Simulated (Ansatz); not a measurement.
Phonon dispersion of LiH

All numbers below come from DFT PBE, scalar-relativistic, plane waves, PAW in Ansatz 0.2.0. Cutoff 420 eV, 12×12×6 k-points (Γ-centred), fixed occupations. No spin polarisation. Phonons by linear response, acoustic sum rule imposed.

Relaxed structure:
```yaml
crystal:
  lattice:
    - [2.78114, 0.00000, 0.00000]
    - [-1.39057, 2.40854, 0.00000]
    - [0.00000, 0.00000, 4.88430]
  atoms:
    - { symbol: Li, position: [0.00000, 0.00000, 0.00000] }
    - { symbol: Li, position: [0.00000, 0.00000, 0.50000] }
    - { symbol: H, position: [0.66667, 0.33333, 0.25000] }
    - { symbol: H, position: [0.33333, 0.66667, 0.75000] }
```

The structure comes from a generated guess, relaxed at this level; another structure or a mixture of phases may lie lower. The q mesh is coarse, so values between its points are rough.

Force constants from linear response on a 3×3×2 q mesh.

Task: Is the structure dynamically stable on the q mesh?

Result: Yes, on this mesh: no mode is imaginary.

Task: Give the frequencies (cm⁻¹) at the zone-boundary points of high symmetry (interpolated where a point lies off the q mesh).

Result:
```
point                  q                                        frequencies
    M  0.500 0.000 0.000   172 231 265 372 444 509 770 778 793 865 999 1053
    K  0.333 0.333 0.000    178 325 325 398 398 472 801 801 848 948 948 972
    A  0.000 0.000 0.500  120 120 120 120 412 412 644 644 644 644 1091 1091
    L  0.500 0.000 0.500  250 250 354 354 434 434 784 784 814 814 1042 1042
    H  0.333 0.333 0.500    336 336 358 358 393 393 799 799 915 915 966 966
```
